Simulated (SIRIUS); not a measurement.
# Zr (Im-3m) in SIRIUS: notebook, part 2 of 2

SIRIUS 7.12.0. The steps go on from the part before.

## Step 4: Equation of state, RPBE, 23.24 Å³/atom (volume scaled by 0.98)

The input, sirius.json:

```json
{
  "control": {
    "processing_unit": "cpu",
    "std_evp_solver_name": "lapack",
    "gen_evp_solver_name": "lapack",
    "verbosity": 2,
    "print_forces": false,
    "ortho_rf": true,
    "use_second_variation": true,
    "rmt_max": 3.0,
    "num_bands_to_print": 14,
    "save_wf": true
  },
  "parameters": {
    "electronic_structure_method": "full_potential_lapwlo",
    "xc_functionals": ["XC_GGA_X_RPBE", "XC_GGA_C_PBE"],
    "core_relativity": "dirac",
    "valence_relativity": "iora",
    "num_fv_states": 14,
    "smearing": "fermi_dirac",
    "smearing_width": 0.0018374661,
    "pw_cutoff": 20,
    "gk_cutoff": 3.46,
    "lmax_apw": 10,
    "lmax_rho": 8,
    "lmax_pot": 8,
    "num_mag_dims": 0,
    "auto_rmt": 0,
    "ngridk": [10, 10, 10],
    "shiftk": [0, 0, 0],
    "num_dft_iter": 80,
    "energy_tol": 1e-07,
    "density_tol": 1e-05,
    "use_symmetry": true
  },
  "settings": {"tol_ne": 1e-10},
  "iterative_solver": {"type": "exact"},
  "mixer": {"type": "anderson", "beta": 0.5, "max_history": 8},
  "unit_cell": {
    "lattice_vectors": [
      [-3.3974478605, 3.3974478605, 3.3974478605],
      [3.3974478605, -3.3974478605, 3.3974478605],
      [3.3974478605, 3.3974478605, -3.3974478605]
    ],
    "atom_types": ["Zr"],
    "atom_files": {"Zr": "Zr.json"},
    "atoms": {"Zr": [[0.0, 0.0, 0.0]]}
  }
}
```

The input, Zr.json:

```json
{
  "name": "zirconium",
  "symbol": "Zr",
  "number": 40,
  "mass": 91.224,
  "rmin": 1e-06,
  "rmt": 2.54,
  "nrmt": 800,
  "rinf": 17.42,
  "core": "1s2s2p3s3p3d",
  "valence": [
    {"basis": [{"enu": 0.11, "dme": 0, "n": 0, "auto": 0}, {"enu": 0.11, "dme": 1, "n": 0, "auto": 0}]},
    {"l": 0, "n": 1, "basis": [{"enu": 0.21, "dme": 0, "n": 0, "auto": 0}]},
    {"l": 1, "n": 2, "basis": [{"enu": 0.21, "dme": 0, "n": 0, "auto": 0}]},
    {"l": 2, "n": 3, "basis": [{"enu": 0.21, "dme": 0, "n": 0, "auto": 0}]},
    {"l": 3, "n": 4, "basis": [{"enu": 0.21, "dme": 0, "n": 0, "auto": 0}]}
  ],
  "lo": [
    {"l": 0, "basis": [{"enu": 0.21, "dme": 0, "n": 0, "auto": 0}, {"enu": 0.21, "dme": 1, "n": 0, "auto": 0}]},
    {
      "l": 0,
      "basis": [{"enu": -1.6512, "dme": 0, "n": 4, "auto": 1}, {"enu": -1.6512, "dme": 1, "n": 4, "auto": 1}]
    },
    {
      "l": 0,
      "basis": [{"enu": -1.6512, "dme": 1, "n": 4, "auto": 1}, {"enu": 0.21, "dme": 0, "n": 0, "auto": 0}]
    },
    {"l": 0, "basis": [{"enu": 0.21, "dme": 0, "n": 0, "auto": 0}, {"enu": 2.69, "dme": 0, "n": 0, "auto": 0}]},
    {"l": 1, "basis": [{"enu": 0.21, "dme": 0, "n": 0, "auto": 0}, {"enu": 0.21, "dme": 1, "n": 0, "auto": 0}]},
    {
      "l": 1,
      "basis": [{"enu": -0.8459, "dme": 0, "n": 4, "auto": 1}, {"enu": -0.8459, "dme": 1, "n": 4, "auto": 1}]
    },
    {
      "l": 1,
      "basis": [{"enu": -0.8459, "dme": 1, "n": 4, "auto": 1}, {"enu": 0.21, "dme": 0, "n": 0, "auto": 0}]
    },
    {"l": 1, "basis": [{"enu": 0.21, "dme": 0, "n": 0, "auto": 0}, {"enu": 3.062, "dme": 0, "n": 0, "auto": 0}]},
    {"l": 2, "basis": [{"enu": 0.21, "dme": 0, "n": 0, "auto": 0}, {"enu": 0.21, "dme": 1, "n": 0, "auto": 0}]},
    {"l": 2, "basis": [{"enu": 0.21, "dme": 1, "n": 0, "auto": 0}, {"enu": 0.21, "dme": 2, "n": 0, "auto": 0}]},
    {"l": 2, "basis": [{"enu": 0.21, "dme": 0, "n": 0, "auto": 0}, {"enu": 2.628, "dme": 0, "n": 0, "auto": 0}]},
    {"l": 3, "basis": [{"enu": 0.21, "dme": 0, "n": 0, "auto": 0}, {"enu": 0.21, "dme": 1, "n": 0, "auto": 0}]},
    {"l": 3, "basis": [{"enu": 0.21, "dme": 0, "n": 0, "auto": 0}, {"enu": 2.907, "dme": 0, "n": 0, "auto": 0}]}
  ],
  "free_atom": [... radial grid and density of the free atom, the start of the SCF ...]
}
```

The input, sirius_start.json:

```json
{
  "control": {
    "processing_unit": "cpu",
    "std_evp_solver_name": "lapack",
    "gen_evp_solver_name": "lapack",
    "verbosity": 1,
    "print_forces": false,
    "ortho_rf": true,
    "use_second_variation": true,
    "rmt_max": 3.0,
    "num_bands_to_print": 14,
    "save_wf": false
  },
  "parameters": {
    "electronic_structure_method": "full_potential_lapwlo",
    "xc_functionals": ["XC_LDA_X", "XC_LDA_C_PW"],
    "core_relativity": "dirac",
    "valence_relativity": "iora",
    "num_fv_states": 14,
    "smearing": "fermi_dirac",
    "smearing_width": 0.0055123983,
    "pw_cutoff": 20,
    "gk_cutoff": 2.77,
    "lmax_apw": 10,
    "lmax_rho": 8,
    "lmax_pot": 8,
    "num_mag_dims": 0,
    "auto_rmt": 0,
    "ngridk": [4, 4, 4],
    "shiftk": [0, 0, 0],
    "num_dft_iter": 30,
    "energy_tol": 0.01,
    "density_tol": 0.05,
    "use_symmetry": true
  },
  "settings": {"tol_ne": 1e-10},
  "iterative_solver": {"type": "exact"},
  "mixer": {"type": "anderson", "beta": 0.5, "max_history": 8},
  "unit_cell": {
    "lattice_vectors": [
      [-3.3974478605, 3.3974478605, 3.3974478605],
      [3.3974478605, -3.3974478605, 3.3974478605],
      [3.3974478605, 3.3974478605, -3.3974478605]
    ],
    "atom_types": ["Zr"],
    "atom_files": {"Zr": "Zr.json"},
    "atoms": {"Zr": [[0.0, 0.0, 0.0]]}
  }
}
```

Started as:

```console
$ OMP_NUM_THREADS=1 sirius.scf --input=sirius_start.json --output=start.json
$ OMP_NUM_THREADS=1 sirius.scf --input=sirius.json --output=output.json --task=1
```

Run time: 23 s. Hardware: 1 thread of Arm Neoverse V1, shared host; peak memory 0.3 GiB.

Results (log left out):

* Free energy: -97946.4087 eV
* Band gap on the k mesh: none (metal or under the smearing width)
* All electrons inside the program's atomic spheres: Zr 37.83 (radii Zr 2.54 bohr)

## Step 5: Equation of state, RPBE, 23.72 Å³/atom

sirius.json, as its differences from that of step 4:

```diff
@@ -40,5 +40,5 @@
     "lattice_vectors": [
-      [-3.3974478605, 3.3974478605, 3.3974478605],
-      [3.3974478605, -3.3974478605, 3.3974478605],
-      [3.3974478605, 3.3974478605, -3.3974478605]
+      [-3.4204042856, 3.4204042856, 3.4204042856],
+      [3.4204042856, -3.4204042856, 3.4204042856],
+      [3.4204042856, 3.4204042856, -3.4204042856]
     ],
```

The input, Zr.json:

```json
{
  "name": "zirconium",
  "symbol": "Zr",
  "number": 40,
  "mass": 91.224,
  "rmin": 1e-06,
  "rmt": 2.54,
  "nrmt": 800,
  "rinf": 17.42,
  "core": "1s2s2p3s3p3d",
  "valence": [
    {"basis": [{"enu": 0.1, "dme": 0, "n": 0, "auto": 0}, {"enu": 0.1, "dme": 1, "n": 0, "auto": 0}]},
    {"l": 0, "n": 1, "basis": [{"enu": 0.2, "dme": 0, "n": 0, "auto": 0}]},
    {"l": 1, "n": 2, "basis": [{"enu": 0.2, "dme": 0, "n": 0, "auto": 0}]},
    {"l": 2, "n": 3, "basis": [{"enu": 0.2, "dme": 0, "n": 0, "auto": 0}]},
    {"l": 3, "n": 4, "basis": [{"enu": 0.2, "dme": 0, "n": 0, "auto": 0}]}
  ],
  "lo": [
    {"l": 0, "basis": [{"enu": 0.2, "dme": 0, "n": 0, "auto": 0}, {"enu": 0.2, "dme": 1, "n": 0, "auto": 0}]},
    {
      "l": 0,
      "basis": [{"enu": -1.6612, "dme": 0, "n": 4, "auto": 1}, {"enu": -1.6612, "dme": 1, "n": 4, "auto": 1}]
    },
    {"l": 0, "basis": [{"enu": -1.6612, "dme": 1, "n": 4, "auto": 1}, {"enu": 0.2, "dme": 0, "n": 0, "auto": 0}]},
    {"l": 0, "basis": [{"enu": 0.2, "dme": 0, "n": 0, "auto": 0}, {"enu": 2.68, "dme": 0, "n": 0, "auto": 0}]},
    {"l": 1, "basis": [{"enu": 0.2, "dme": 0, "n": 0, "auto": 0}, {"enu": 0.2, "dme": 1, "n": 0, "auto": 0}]},
    {
      "l": 1,
      "basis": [{"enu": -0.8559, "dme": 0, "n": 4, "auto": 1}, {"enu": -0.8559, "dme": 1, "n": 4, "auto": 1}]
    },
    {"l": 1, "basis": [{"enu": -0.8559, "dme": 1, "n": 4, "auto": 1}, {"enu": 0.2, "dme": 0, "n": 0, "auto": 0}]},
    {"l": 1, "basis": [{"enu": 0.2, "dme": 0, "n": 0, "auto": 0}, {"enu": 3.052, "dme": 0, "n": 0, "auto": 0}]},
    {"l": 2, "basis": [{"enu": 0.2, "dme": 0, "n": 0, "auto": 0}, {"enu": 0.2, "dme": 1, "n": 0, "auto": 0}]},
    {"l": 2, "basis": [{"enu": 0.2, "dme": 1, "n": 0, "auto": 0}, {"enu": 0.2, "dme": 2, "n": 0, "auto": 0}]},
    {"l": 2, "basis": [{"enu": 0.2, "dme": 0, "n": 0, "auto": 0}, {"enu": 2.618, "dme": 0, "n": 0, "auto": 0}]},
    {"l": 3, "basis": [{"enu": 0.2, "dme": 0, "n": 0, "auto": 0}, {"enu": 0.2, "dme": 1, "n": 0, "auto": 0}]},
    {"l": 3, "basis": [{"enu": 0.2, "dme": 0, "n": 0, "auto": 0}, {"enu": 2.897, "dme": 0, "n": 0, "auto": 0}]}
  ],
  "free_atom": [... radial grid and density of the free atom, the start of the SCF ...]
}
```

sirius_start.json, as its differences from that of step 4:

```diff
@@ -40,5 +40,5 @@
     "lattice_vectors": [
-      [-3.3974478605, 3.3974478605, 3.3974478605],
-      [3.3974478605, -3.3974478605, 3.3974478605],
-      [3.3974478605, 3.3974478605, -3.3974478605]
+      [-3.4204042856, 3.4204042856, 3.4204042856],
+      [3.4204042856, -3.4204042856, 3.4204042856],
+      [3.4204042856, 3.4204042856, -3.4204042856]
     ],
```

Started as:

```console
$ OMP_NUM_THREADS=1 sirius.scf --input=sirius_start.json --output=start.json
$ OMP_NUM_THREADS=1 sirius.scf --input=sirius.json --output=output.json --task=1
```

Run time: 24 s. Hardware: 1 thread of Arm Neoverse V1, shared host; peak memory 0.31 GiB.

The run converged. Its results:

```
Free energy                                       : -97946.4076 eV
Band gap on the k mesh                            : none (metal or under the smearing width)
All electrons inside the program's atomic spheres : Zr 37.81 (radii Zr 2.54 bohr)
```

## Step 6: Equation of state, RPBE, 24.19 Å³/atom (volume scaled by 1.02)

sirius.json, as its differences from that of step 5:

```diff
@@ -40,5 +40,5 @@
     "lattice_vectors": [
-      [-3.4204042856, 3.4204042856, 3.4204042856],
-      [3.4204042856, -3.4204042856, 3.4204042856],
-      [3.4204042856, 3.4204042856, -3.4204042856]
+      [-3.4430566297, 3.4430566297, 3.4430566297],
+      [3.4430566297, -3.4430566297, 3.4430566297],
+      [3.4430566297, 3.4430566297, -3.4430566297]
     ],
```

Zr.json is that of step 5.

sirius_start.json, as its differences from that of step 5:

```diff
@@ -40,5 +40,5 @@
     "lattice_vectors": [
-      [-3.4204042856, 3.4204042856, 3.4204042856],
-      [3.4204042856, -3.4204042856, 3.4204042856],
-      [3.4204042856, 3.4204042856, -3.4204042856]
+      [-3.4430566297, 3.4430566297, 3.4430566297],
+      [3.4430566297, -3.4430566297, 3.4430566297],
+      [3.4430566297, 3.4430566297, -3.4430566297]
     ],
```

Potentials or basis: all-electron FP-LAPW, apw+lo standard.

Started as:

```console
$ OMP_NUM_THREADS=1 sirius.scf --input=sirius_start.json --output=start.json
$ OMP_NUM_THREADS=1 sirius.scf --input=sirius.json --output=output.json --task=1
```

Run time: 24 s. Hardware: 1 thread of Arm Neoverse V1, shared host; peak memory 0.31 GiB.

It converged, with:

```yaml
Free_energy: -97946.4019 eV
Band_gap_on_the_k_mesh: none (metal or under the smearing width)
All_electrons_inside_the_program's_atomic_spheres: Zr 37.78 (radii Zr 2.54 bohr)
```

## Step 7: Equation of state, RPBE, 24.67 Å³/atom (volume scaled by 1.04)

sirius.json, as its differences from that of step 6:

```diff
@@ -40,5 +40,5 @@
     "lattice_vectors": [
-      [-3.4430566297, 3.4430566297, 3.4430566297],
-      [3.4430566297, -3.4430566297, 3.4430566297],
-      [3.4430566297, 3.4430566297, -3.4430566297]
+      [-3.4654147668, 3.4654147668, 3.4654147668],
+      [3.4654147668, -3.4654147668, 3.4654147668],
+      [3.4654147668, 3.4654147668, -3.4654147668]
     ],
```

The input, Zr.json:

```json
{
  "name": "zirconium",
  "symbol": "Zr",
  "number": 40,
  "mass": 91.224,
  "rmin": 1e-06,
  "rmt": 2.54,
  "nrmt": 800,
  "rinf": 17.42,
  "core": "1s2s2p3s3p3d",
  "valence": [
    {"basis": [{"enu": 0.09, "dme": 0, "n": 0, "auto": 0}, {"enu": 0.09, "dme": 1, "n": 0, "auto": 0}]},
    {"l": 0, "n": 1, "basis": [{"enu": 0.19, "dme": 0, "n": 0, "auto": 0}]},
    {"l": 1, "n": 2, "basis": [{"enu": 0.19, "dme": 0, "n": 0, "auto": 0}]},
    {"l": 2, "n": 3, "basis": [{"enu": 0.19, "dme": 0, "n": 0, "auto": 0}]},
    {"l": 3, "n": 4, "basis": [{"enu": 0.19, "dme": 0, "n": 0, "auto": 0}]}
  ],
  "lo": [
    {"l": 0, "basis": [{"enu": 0.19, "dme": 0, "n": 0, "auto": 0}, {"enu": 0.19, "dme": 1, "n": 0, "auto": 0}]},
    {
      "l": 0,
      "basis": [{"enu": -1.6712, "dme": 0, "n": 4, "auto": 1}, {"enu": -1.6712, "dme": 1, "n": 4, "auto": 1}]
    },
    {
      "l": 0,
      "basis": [{"enu": -1.6712, "dme": 1, "n": 4, "auto": 1}, {"enu": 0.19, "dme": 0, "n": 0, "auto": 0}]
    },
    {"l": 0, "basis": [{"enu": 0.19, "dme": 0, "n": 0, "auto": 0}, {"enu": 2.67, "dme": 0, "n": 0, "auto": 0}]},
    {"l": 1, "basis": [{"enu": 0.19, "dme": 0, "n": 0, "auto": 0}, {"enu": 0.19, "dme": 1, "n": 0, "auto": 0}]},
    {
      "l": 1,
      "basis": [{"enu": -0.8659, "dme": 0, "n": 4, "auto": 1}, {"enu": -0.8659, "dme": 1, "n": 4, "auto": 1}]
    },
    {
      "l": 1,
      "basis": [{"enu": -0.8659, "dme": 1, "n": 4, "auto": 1}, {"enu": 0.19, "dme": 0, "n": 0, "auto": 0}]
    },
    {"l": 1, "basis": [{"enu": 0.19, "dme": 0, "n": 0, "auto": 0}, {"enu": 3.042, "dme": 0, "n": 0, "auto": 0}]},
    {"l": 2, "basis": [{"enu": 0.19, "dme": 0, "n": 0, "auto": 0}, {"enu": 0.19, "dme": 1, "n": 0, "auto": 0}]},
    {"l": 2, "basis": [{"enu": 0.19, "dme": 1, "n": 0, "auto": 0}, {"enu": 0.19, "dme": 2, "n": 0, "auto": 0}]},
    {"l": 2, "basis": [{"enu": 0.19, "dme": 0, "n": 0, "auto": 0}, {"enu": 2.608, "dme": 0, "n": 0, "auto": 0}]},
    {"l": 3, "basis": [{"enu": 0.19, "dme": 0, "n": 0, "auto": 0}, {"enu": 0.19, "dme": 1, "n": 0, "auto": 0}]},
    {"l": 3, "basis": [{"enu": 0.19, "dme": 0, "n": 0, "auto": 0}, {"enu": 2.887, "dme": 0, "n": 0, "auto": 0}]}
  ],
  "free_atom": [... radial grid and density of the free atom, the start of the SCF ...]
}
```

sirius_start.json, as its differences from that of step 6:

```diff
@@ -40,5 +40,5 @@
     "lattice_vectors": [
-      [-3.4430566297, 3.4430566297, 3.4430566297],
-      [3.4430566297, -3.4430566297, 3.4430566297],
-      [3.4430566297, 3.4430566297, -3.4430566297]
+      [-3.4654147668, 3.4654147668, 3.4654147668],
+      [3.4654147668, -3.4654147668, 3.4654147668],
+      [3.4654147668, 3.4654147668, -3.4654147668]
     ],
```

Started as:

```console
$ OMP_NUM_THREADS=1 sirius.scf --input=sirius_start.json --output=start.json
$ OMP_NUM_THREADS=1 sirius.scf --input=sirius.json --output=output.json --task=1
```

Run time: 24 s. Hardware: 1 thread of Arm Neoverse V1, shared host; peak memory 0.32 GiB.

Results (log left out):

```
Free energy                                       : -97946.3921 eV
Band gap on the k mesh                            : none (metal or under the smearing width)
All electrons inside the program's atomic spheres : Zr 37.76 (radii Zr 2.54 bohr)
```

## Step 8: Equation of state, RPBE, 25.14 Å³/atom (volume scaled by 1.06)

sirius.json, as its differences from that of step 7:

```diff
@@ -40,5 +40,5 @@
     "lattice_vectors": [
-      [-3.4654147668, 3.4654147668, 3.4654147668],
-      [3.4654147668, -3.4654147668, 3.4654147668],
-      [3.4654147668, 3.4654147668, -3.4654147668]
+      [-3.4874880675, 3.4874880675, 3.4874880675],
+      [3.4874880675, -3.4874880675, 3.4874880675],
+      [3.4874880675, 3.4874880675, -3.4874880675]
     ],
```

The input, Zr.json:

```json
{
  "name": "zirconium",
  "symbol": "Zr",
  "number": 40,
  "mass": 91.224,
  "rmin": 1e-06,
  "rmt": 2.54,
  "nrmt": 800,
  "rinf": 17.42,
  "core": "1s2s2p3s3p3d",
  "valence": [
    {"basis": [{"enu": 0.08, "dme": 0, "n": 0, "auto": 0}, {"enu": 0.08, "dme": 1, "n": 0, "auto": 0}]},
    {"l": 0, "n": 1, "basis": [{"enu": 0.18, "dme": 0, "n": 0, "auto": 0}]},
    {"l": 1, "n": 2, "basis": [{"enu": 0.18, "dme": 0, "n": 0, "auto": 0}]},
    {"l": 2, "n": 3, "basis": [{"enu": 0.18, "dme": 0, "n": 0, "auto": 0}]},
    {"l": 3, "n": 4, "basis": [{"enu": 0.18, "dme": 0, "n": 0, "auto": 0}]}
  ],
  "lo": [
    {"l": 0, "basis": [{"enu": 0.18, "dme": 0, "n": 0, "auto": 0}, {"enu": 0.18, "dme": 1, "n": 0, "auto": 0}]},
    {
      "l": 0,
      "basis": [{"enu": -1.6812, "dme": 0, "n": 4, "auto": 1}, {"enu": -1.6812, "dme": 1, "n": 4, "auto": 1}]
    },
    {
      "l": 0,
      "basis": [{"enu": -1.6812, "dme": 1, "n": 4, "auto": 1}, {"enu": 0.18, "dme": 0, "n": 0, "auto": 0}]
    },
    {"l": 0, "basis": [{"enu": 0.18, "dme": 0, "n": 0, "auto": 0}, {"enu": 2.66, "dme": 0, "n": 0, "auto": 0}]},
    {"l": 1, "basis": [{"enu": 0.18, "dme": 0, "n": 0, "auto": 0}, {"enu": 0.18, "dme": 1, "n": 0, "auto": 0}]},
    {
      "l": 1,
      "basis": [{"enu": -0.8759, "dme": 0, "n": 4, "auto": 1}, {"enu": -0.8759, "dme": 1, "n": 4, "auto": 1}]
    },
    {
      "l": 1,
      "basis": [{"enu": -0.8759, "dme": 1, "n": 4, "auto": 1}, {"enu": 0.18, "dme": 0, "n": 0, "auto": 0}]
    },
    {"l": 1, "basis": [{"enu": 0.18, "dme": 0, "n": 0, "auto": 0}, {"enu": 3.032, "dme": 0, "n": 0, "auto": 0}]},
    {"l": 2, "basis": [{"enu": 0.18, "dme": 0, "n": 0, "auto": 0}, {"enu": 0.18, "dme": 1, "n": 0, "auto": 0}]},
    {"l": 2, "basis": [{"enu": 0.18, "dme": 1, "n": 0, "auto": 0}, {"enu": 0.18, "dme": 2, "n": 0, "auto": 0}]},
    {"l": 2, "basis": [{"enu": 0.18, "dme": 0, "n": 0, "auto": 0}, {"enu": 2.598, "dme": 0, "n": 0, "auto": 0}]},
    {"l": 3, "basis": [{"enu": 0.18, "dme": 0, "n": 0, "auto": 0}, {"enu": 0.18, "dme": 1, "n": 0, "auto": 0}]},
    {"l": 3, "basis": [{"enu": 0.18, "dme": 0, "n": 0, "auto": 0}, {"enu": 2.877, "dme": 0, "n": 0, "auto": 0}]}
  ],
  "free_atom": [... radial grid and density of the free atom, the start of the SCF ...]
}
```

sirius_start.json, as its differences from that of step 7:

```diff
@@ -40,5 +40,5 @@
     "lattice_vectors": [
-      [-3.4654147668, 3.4654147668, 3.4654147668],
-      [3.4654147668, -3.4654147668, 3.4654147668],
-      [3.4654147668, 3.4654147668, -3.4654147668]
+      [-3.4874880675, 3.4874880675, 3.4874880675],
+      [3.4874880675, -3.4874880675, 3.4874880675],
+      [3.4874880675, 3.4874880675, -3.4874880675]
     ],
```

Started as:

```console
$ OMP_NUM_THREADS=1 sirius.scf --input=sirius_start.json --output=start.json
$ OMP_NUM_THREADS=1 sirius.scf --input=sirius.json --output=output.json --task=1
```

Run time: 24 s. Hardware: 1 thread of Arm Neoverse V1, shared host; peak memory 0.32 GiB.

The run converged. Its results:

```yaml
Free_energy: -97946.3782 eV
Band_gap_on_the_k_mesh: none (metal or under the smearing width)
All_electrons_inside_the_program's_atomic_spheres: Zr 37.73 (radii Zr 2.54 bohr)
```

## Step 9: Equation of state, RPBE

Potentials or basis: all-electron FP-LAPW, apw+lo standard.

This step only gathers the single runs of the series.

Results:

| Item | Value |
| --- | --- |
| Equilibrium volume | 23.37 Å³/atom |
| Bulk modulus | 81 GPa |
| Pressure derivative of the bulk modulus | 2.9 |

Energy against volume, from the lowest point:
```csv
volume (Å³/atom),energy (meV/atom)
22.296,13.15
22.770,3.95
23.245,0.00
23.719,1.06
24.193,6.85
24.668,16.63
25.142,30.46
```
